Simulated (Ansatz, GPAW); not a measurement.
## Ta: 3 runs at one level of theory

```
Ta
1.0
    -1.65128    1.65128    1.65128
     1.65128   -1.65128    1.65128
     1.65128    1.65128   -1.65128
Ta
1
Direct
  0.00000 0.00000 0.00000
```

Alike in all runs: task band structure; functional revPBE; k mesh 11 × 11 × 11; occupations fermi-dirac, width 0.05 eV; no spin polarisation; no spin-orbit coupling. Pressure is positive in compression and, in plane waves, holds the error of the finite cutoff, which Ansatz's Pulay term estimates and takes out.

| program and potentials | plane-wave cutoff (eV) | notes | pressure (GPa) |
| --- | --- | --- | --- |
| Ansatz, Ansatz PAW | 420 | potentials made for PBE, which Ansatz adapts in part; Pulay term of +0.06 GPa included | 5.11 |
| GPAW, the program's PAW data sets (release 1.2.1) made for this functional | 600 | - | 5.56 |
| Ansatz, all-electron LAPW, scalar-relativistic | - | - | 5.06 |

The pressure spans 5.06 (Ansatz, all-electron LAPW, scalar-relativistic) to 5.56 GPa (GPAW, the program's PAW data sets (release 1.2.1) made for this functional), with all-electron results at 5.06. Some sets were made for another functional than the one run, which can shift their rows.

Differences between rows come from potentials, basis sets and numerical settings, since the functional is the same but for its coding. Runs on potential files found faulty are left out.
